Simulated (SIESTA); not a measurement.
HfN:

```
CELL_PARAMETERS angstrom
0.00000 2.25600 2.25600
2.25600 0.00000 2.25600
2.25600 2.25600 0.00000
ATOMIC_POSITIONS crystal
Hf 0.00000 0.00000 0.00000
N 0.50000 0.50000 0.50000
```

| Item | Value |
| --- | --- |
| Program | SIESTA 5.4.2 |
| Task | relaxation of cell and atoms |
| Functional | RPBE |
| Potentials or basis | PseudoDojo 0.4 standard (PBE files) |
| Basis | DZP (energy shift 0.003 Ry; two zetas on semicore shells) |
| Grid cutoff | 800 Ry |
| Energy shift | 0.003 Ry |
| k mesh | 10 × 10 × 10 |
| Occupations | fermi-dirac, width 0.05 eV |
| Spin | no spin polarisation |

At the start: pressure 14.5 GPa; volume 11.48 Å³/atom.

Q: Where does the relaxation end?

A: Over 6 steps the energy falls by 25.2 meV/atom and the volume is 12.08 Å³/atom (+5.2 %); space group Fm-3m (No. 225, to 0.05 Å).

Step by step:
```csv
step,energy change (eV),largest force (eV/Å),pressure (GPa),volume (Å³)
1,0.0000,0.0000,14.47,22.96
2,-0.0454,0.0000,4.24,23.77
3,-0.0227,0.0000,-9.06,25.10
4,-0.0504,0.0000,-0.15,24.17
5,-0.0050,0.0002,-10.93,25.33
6,-0.0504,0.0000,0.00,24.16
```

Final structure:
```
CELL_PARAMETERS angstrom
-0.00036 2.29422 2.29422
2.29422 -0.00036 2.29422
2.29422 2.29422 -0.00036
ATOMIC_POSITIONS crystal
Hf 0.00000 0.00000 0.00000
N 0.50000 0.50000 0.50000
```

Caveat: short orbitals over semicore shells can move pressures by several GPa; the potentials were made for another functional, which shifts forces and pressure; the basis of atomic orbitals isn't converged, which shifts pressures, moduli and gaps.
